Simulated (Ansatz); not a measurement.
**All-electron card of Pt**

```
Pt
1.0
     0.00000    1.95790    1.95790
     1.95790    0.00000    1.95790
     1.95790    1.95790    0.00000
Pt
1
Cartesian
  0.0000 0.0000 0.0000
```

The cell comes from COD entry 9012957, which wasn't checked; take it as a given geometry. It is an old determination, and later ones may differ.

Spin–orbit coupling is left out, though it moves levels of the heavy atoms by tenths of an eV or more.

Method: DFT, PBE, all-electron LAPW, scalar-relativistic (Ansatz 0.2.0).

Settings: a Γ-centred 18×18×18 k mesh, Fermi–Dirac smearing of 0.03 eV, basis error target 0.25 meV/atom, no spin polarisation.

```
Pressure at this cell                             : 11.38 GPa
Band gap                                          : none: bands cross the Fermi level, a metal
Density of states at the Fermi level (0.2 eV bin) : 1.91 states/eV per cell
Volume per atom                                   : 101.3 bohr³
```
